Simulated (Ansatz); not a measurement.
LiI:
```xyz
2
Lattice="0.0000 3.0098 3.0098 3.0098 0.0000 3.0098 3.0098 3.0098 0.0000" Properties=species:S:1:pos:R:3 pbc="T T T"
Li     0.0000     0.0000     0.0000
I      3.0098     3.0098     3.0098
```

Relaxed with PBE.

Task: Give the optical modes at the zone centre with their infrared and Raman activity from DFPT, the program Ansatz at the PBE level (PAW).

Result: Transverse frequencies, without the LO–TO term; a row sums one degenerate level.

| ω (cm⁻¹) | degeneracy | IR ((D/Å)²/amu) | Raman (Å⁴/amu) | activity | symmetry |
|---|---|---|---|---|---|
| 117 | 3 | 18.43 | 0 | IR | T1u |

Task: How high does the top mode go among those that the LO–TO term moves?

Result: 268 cm⁻¹ for q along x.

Space group Fm-3m (rock salt). The PBE relaxation kept the symmetry of its start; phonons on a q-mesh show no instability. Spin–orbit coupling is left out wherever it is not named.

Potentials: the later of the program's two PAW sets.
